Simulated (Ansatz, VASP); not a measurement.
# NaHF2 in VASP and in Ansatz

```
H F Na
1.0
     1.74514    3.02268    0.00000
    -1.74514    3.02268    0.00000
     0.00000   -2.01512    4.60482
H F Na
1 2 1
Direct
  0.50000 0.50000 0.50000
  0.41760 0.41760 0.25280
  0.58240 0.58240 0.74720
  0.00000 0.00000 0.00000
```

Alike in both runs: task single point; functional PBEsol; k mesh 9 × 9 × 9; no spin polarisation.

|  | VASP | Ansatz |
| --- | --- | --- |
| version | VASP 6.6.1 | Ansatz 0.2.0 |
| potentials or method | VASP PAW PBE potentials, release 64 (H, F, Na_pv) | PAW plane waves |
| plane-wave cutoff (eV) | 520 | 420 |
| occupations | fermi-dirac, width 0.1 eV | fermi-dirac |
| valence electrons in the cell | 22 | 24 |

```csv
,VASP,Ansatz,Ansatz less VASP
gap on the k mesh at the Fermi level (eV),6.85,6.87,+0.023
pressure (GPa),-0.2,-0.2,+0.05
largest component of the traceless stress (GPa),0.87,0.45,-0.420
rms of the force components (eV/Å),0.092,0.066,-0.0265
```

Atom by atom the forces differ by 0.027 eV/Å (rms over components). The two sets of potentials don't hold the same shells in valence. Ansatz warned: «structure_snapped_to_symmetry».

Caveats: the PAW data sets were made with another functional, which shifts forces and pressure a little (VASP); an odd mesh through Γ misses points on the zone boundary, where band edges often lie.
